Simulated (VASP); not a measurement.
Te:

```
CELL_PARAMETERS angstrom
2.30590 1.33131 1.69095
-2.30590 1.33131 1.69095
0.00000 -2.66263 1.69095
ATOMIC_POSITIONS crystal
Te 0.50000 0.50000 0.50000
```

This isn't the form of Te at room conditions, which is trigonal, of chains.

| Item | Value |
| --- | --- |
| Program | VASP 6.6.1 |
| Task | relaxation of cell and atoms |
| Functional | optB88-vdW |
| Potentials or basis | VASP PAW PBE potentials, release 64 (Te) |
| Cutoff | 600 eV |
| k mesh | 9 × 9 × 9 |
| Occupations | fermi-dirac, width 0.05 eV |
| Spin | no spin polarisation |

At the start: pressure 3.3 GPa; volume 31.15 Å³/atom.

Question: How do energy, volume and symmetry change on relaxing?

Answer: Over 9 steps the energy falls by 20.5 meV/atom and the volume is 33.18 Å³/atom (+6.5 %); space group R-3m (No. 166, to 0.05 Å).

Step by step:
```tsv
step	energy change (eV)	largest force (eV/Å)	pressure (GPa)	volume (Å³)
1	0.0000	0.0000	3.28	31.15
2	-0.0119	0.0000	-1.57	34.11
3	-0.0177	0.0000	0.01	32.97
4	-0.0180	0.0000	0.00	32.99
5	-0.0191	0.0000	-0.02	33.07
6	-0.0203	0.0000	-0.08	33.20
7	-0.0204	0.0000	-0.10	33.25
8	-0.0202	0.0000	0.37	32.94
9	-0.0205	0.0000	0.00	33.18
```

Final structure:
```yaml
crystal:
  lattice:
    - [2.30606, 1.33140, 1.80094]
    - [-2.30606, 1.33140, 1.80094]
    - [0.00000, -2.66281, 1.80094]
  atoms:
    - { symbol: Te, position: [0.50000, 0.50000, 0.50000] }
```

Caveat: the PAW data sets were made with another functional, which shifts forces and pressure a little.
